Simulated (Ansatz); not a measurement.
A surface is cut from this relaxed crystal of HfN:

```yaml
crystal:
  lattice:
    - [0.00000, 2.25078, 2.25078]
    - [2.25078, 0.00000, 2.25078]
    - [2.25078, 2.25078, 0.00000]
  atoms:
    - { symbol: Hf, position: [0.50000, 0.50000, 0.50000] }
    - { symbol: N, position: [0.00000, 0.00000, 0.00000] }
```

Miller indices refer to the conventional cell of Fm-3m (No. 225), a = 4.502 Å, b = 4.502 Å, c = 4.502 Å, α = 90.00°, β = 90.00°, γ = 90.00°.

The (111) slab of 8 planes, 9.1 Å thick with 15 Å of vacuum as cut; outer planes N (top) and Hf (bottom).

Theory: DFT PBEsol, scalar-relativistic, plane waves, PAW in Ansatz. Cutoff 420 eV; k points 12×12×1 on the computed 8-atom cell (Γ-centred); Gaussian smearing, width 0.10 eV; no spin polarisation. A dipole correction removes the field between periodic images along c.

The slab's inner planes relax by over 3 % too, so it holds no bulk-like region.

Results for the relaxed slab:

* Surface energy (mean of both faces): 3.06 J/m²
* Work function: 6.20 eV (top), 4.52 eV (bottom)
* Dipole of the slab along +c, per cell: -0.0811 e·Å

Relaxation lowers the energy by 1.696 J/m² a face; the largest move is 0.256 Å.

| plane (bottom to top) | atoms | spacing to next, bulk (Å) | relaxed (Å) | change (%) |
| --- | --- | --- | --- | --- |
| 1 | Hf | 1.299 | 1.269 | -2.3 |
| 2 | N | 1.299 | 1.257 | -3.3 |
| 3 | Hf | 1.299 | 1.348 | +3.8 |
| 4 | N | 1.299 | 1.306 | +0.5 |
| 5 | Hf | 1.299 | 1.191 | -8.4 |
| 6 | N | 1.299 | 1.634 | +25.8 |
| 7 | Hf | 1.299 | 0.789 | -39.3 |
| 8 | N |  |  |  |

With no bulk-like middle, the error of these values can't be bounded.

Spin-orbit coupling is left out, which matters for the bands of heavy elements. Spin polarisation was left out, and a magnetic state may lie lower.

Worked out: the slab's 8 atoms lie 3.354 eV above the same atoms in the bulk. Shared over two faces of 8.77 Å² this is 191.1 meV/Å², and 1 eV/Å² is 16.02 J/m², which gives 3.06 J/m². The cut crosses 3 bonds a cell (neighbours within 10 % of the shortest distances), so each costs 1.12 eV on this count. The top two spacings change in opposite senses (-39.3 and +25.8 %). The faces differ by 1.67 eV because the slab carries a dipole: a dipole layer of p per area A shifts the vacuum level by e·p/(ε0·A) = 180.95 V·Å × 0.0811 e·Å / 8.77 Å² = 1.67 eV.

Relaxation is concentrated at the nitrogen face, where the outer spacing shrinks by 39.3 % and the next one opens by 25.8 %; the changes at the hafnium face are far smaller. A surface N atom on this cut has lost half of its six Hf neighbours, and by sinking towards the metal plane it shortens and strengthens the three bonds it keeps, through N 2p–Hf 5d overlap. The Hf atoms below then probably bind less strongly to the next nitrogen plane, which fits the alternating, decaying changes over the top four spacings.

The higher work function of the N face, 6.20 against 4.52 eV, follows from electronegativity: negatively charged nitrogen outermost raises the barrier to electron escape, whereas exposed hafnium lowers it. Although the (111) planes alternate in charge, HfN is a metal, and its Hf 5d carriers can supply the compensating surface charge and screen the interior. The mean surface energy doesn't show which termination is favoured, since that depends on the nitrogen chemical potential.
